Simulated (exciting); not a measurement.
Here is an exciting (release sodium) calculation.

The input input.xml:

```xml
<input>
  <title>Pb</title>
  <structure speciespath="./" tshift="false">
    <crystal scale="1">
      <basevect>0.000000000000 4.677109952971 4.677109952971</basevect>
      <basevect>4.677109952971 0.000000000000 4.677109952971</basevect>
      <basevect>4.677109952971 4.677109952971 0.000000000000</basevect>
    </crystal>
    <species speciesfile="Pb.xml" rmt="2.3">
      <atom coord="0.000000000000 0.000000000000 0.000000000000"/>
    </species>
  </structure>
  <groundstate do="fromscratch" ngridk="9 9 9" rgkmax="9" gmaxvr="14" lmaxapw="10" lmaxmat="10" lmaxvr="8" xctype="GGA_PBE" stype="Fermi Dirac" swidth="0.00183747" nempty="8" ValenceRelativity="iora*" epsengy="1e-06" epspot="1e-06" maxscl="80" tforce="true" outputlevel="normal"/>
</input>
```

Potentials or basis: all-electron LAPW+lo, shipped species files, valence relativity iora*.

Command:

```sh
$ OMP_NUM_THREADS=1 exciting_smp
```

(1) Estimate the band gap on the k mesh.

Results:

(1) none (metal or under the smearing width).
